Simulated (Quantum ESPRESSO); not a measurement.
Runs of Quantum ESPRESSO 7.5 on Zn. It takes space group P6_3/mmc (No. 194, hexagonal). The conventional cell has a = 2.670 Å, b = 2.670 Å, c = 4.966 Å, α = 90.00°, β = 90.00°, γ = 120.00°. Around Zn (site symmetry -6m2) lie 12 Zn at 2.67 to 2.92 Å. 

```csv
task,level,potentials or basis,cell,k mesh,cutoff (eV),smearing,startingwfc,other keys,gap on the mesh (eV),pressure (GPa)
single point,PBE,SSSP 1.3 efficiency PBE,"atoms moved at random, drawn with an rms of 0.05 Å",11 × 11 × 6,748,fermi-dirac 0.05 eV,-,-,none,-0.7
single point,PBE,SG15 PBE 1.2,as given,11 × 11 × 6,952,tetrahedra,-,smearing = tetrahedra; width = left out,none,-1.0
single point,PBEint,GBRV 1.5 PBE,as given,"14 × 14 × 8, shifted",612,methfessel-paxton 0.2 eV,random,startingwfc = random; k = 14 × 14 × 8; kshift = 1 × 1 × 1,none,-5.3
single point,PBE+D3M(BJ),Ansatz NC SR PBE,volume scaled by 0.92,11 × 11 × 6,1143,fermi-dirac 0.05 eV,-,-,none,(a)
```

Alike in all rows: no spin polarisation.

Problem. Estimate the missing entries.

Solution. (a) -4.2.

Caveats: the potentials were made for another functional, which shifts forces and pressure (some runs); pairwise dispersion overbinds metals, which lowers pressure and volume (some runs).

A gap of «none» marks a metal or a gap under the smearing width.
